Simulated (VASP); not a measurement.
Write the native input for VASP 6.6.1 that does the following.

```yaml
Task: single point
Functional: PBEsol
Potentials_or_basis: VASP PAW PBE potentials, release 64 (Ca_sv)
Cutoff: 520 eV
k_mesh: 10 × 10 × 10
Occupations: fermi-dirac, width 0.05 eV
Spin: no spin polarisation
Dipole_correction: no
Further_INCAR_settings: ALGO = Normal; EDIFF = 1e-06; NBANDS = 11
```

The structure of Ca lies in POSCAR:

```
Ca
1.0
   -2.1625329963      2.1625329963      2.1625329963
    2.1625329963     -2.1625329963      2.1625329963
    2.1625329963      2.1625329963     -2.1625329963
Ca
1
Direct
    0.0000000000      0.0000000000      0.0000000000
```

This isn't the form of Ca at room conditions, which is fcc.

The cell isn't the ideal one: cell and atoms relaxed from 1.04 times the given volume.

These files were run (other wordings do the same):

INCAR

```
SYSTEM = Ca
  ALGO = Normal
  EDIFF = 1E-6
  ENCUT = 520
  GGA = PS
  ISIF = 2
  ISMEAR = -1
  LASPH = .True.
  LCHARG = .False.
  LREAL = .False.
  LWAVE = .False.
  NBANDS = 11
  NELM = 80
  PREC = Accurate
  SIGMA = 0.05
```

KPOINTS

```
k-points
0
Gamma
  10 10 10
  0 0 0
```

Potentials or basis: VASP PAW PBE potentials, release 64 (Ca_sv).

Command:

```sh
$ cat potpaw_PBE.64/Ca_sv/POTCAR > POTCAR
$ mpirun -np 1 vasp_std > vasp.out
```

It gave:

```json
{
 "Pressure": "0.0 GPa",
 "Band gap on the k mesh": "none (metal or under the smearing width)"
}
```

Caveat: the PAW data sets were made with another functional, which shifts forces and pressure a little.

Wall time 23 s on 1 thread of AMD EPYC 7R13 Processor (Zen 3), with other jobs on the host, peak memory 0.13 GiB.
